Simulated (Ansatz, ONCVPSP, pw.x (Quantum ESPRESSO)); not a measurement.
titanium (bcc): variants of one ONCV potential in the solid

- Element: Ti
- Generator: ONCVPSP 4.0.1
- Type: optimised norm-conserving Vanderbilt (ONCV)
- Functional: PBE
- Relativity: scalar-relativistic
- Frozen core: [Ne]
- Valence charge: 12
- Reference configuration: 3s2 3p6 3d2 4s1 4p1
- Partial waves: 3s+4s: rc 1.95 bohr, ncon 4, nbas 9, qcut 6.6 1/bohr, 2 projectors; 3p+4p: rc 2.15 bohr, ncon 4, nbas 7, qcut 6.7 1/bohr, 2 projectors; 3d: rc 2.60 bohr, ncon 4, nbas 8, qcut 6.8 1/bohr, 2 projectors, debl 3.3 Ha
- Local potential: polynomial inside 1.80 bohr (lpopt 5, dvloc0 1 Ha)
- Core correction: Teter function, fcfact 2.75, rcfact 1.4

Crystal test: bcc Ti in pw.x 7.5, no spin, 14³ k-points, Fermi–Dirac smearing 0.01 Ry, cutoffs set for each file from its atomic test. The reference is all-electron LAPW (Ansatz 0.2.0) with the same functional, mesh and smearing; V0 and B0 come from Birch–Murnaghan fits to the pressures at five volumes. Errors are pseudo minus all-electron; Δ is the rms difference of the E(V) curves that follow from these fits, minima aligned, over ±6 % about the mean V0. Mesh and smearing are coarse, so the numbers serve the comparison and aren't converged zero-temperature values; the lattice is a test structure that the element need not adopt.

All-electron: a0 = 3.264 Å (V0 = 17.38 Å³/atom), B0 = 104.1 GPa.

Base: This is a poor potential for the solid.

| change | cutoffs (Ry) | pw.x | a0 (Å) | a0 error (%) | B0 error (%) | Δ (meV/atom) | mean pressure error (GPa) |
| --- | --- | --- | --- | --- | --- | --- | --- |
| base | 50/200 | converged | 3.284 | +0.63 | -2.2 | 7.4 | +1.99 |
| local potential polynomial inside 0.92 bohr (lpopt 5, dvloc0 1 Ha) | 50/200 | converged | 3.272 | +0.25 | -2.3 | 2.9 | +0.76 |
| local potential polynomial inside 1.10 bohr (lpopt 5, dvloc0 1 Ha) | 50/200 | converged | 3.277 | +0.41 | -2.3 | 4.8 | +1.26 |
| local potential polynomial inside 1.40 bohr (lpopt 5, dvloc0 1 Ha) | 50/200 | converged | 3.281 | +0.52 | -2.3 | 6.0 | +1.61 |
| local potential polynomial inside 1.60 bohr (lpopt 5, dvloc0 1 Ha) | 50/200 | converged | 3.282 | +0.57 | -2.3 | 6.6 | +1.78 |
| local potential polynomial inside 1.78 bohr (lpopt 5, dvloc0 1 Ha) | 50/200 | converged | 3.284 | +0.62 | -2.2 | 7.3 | +1.96 |
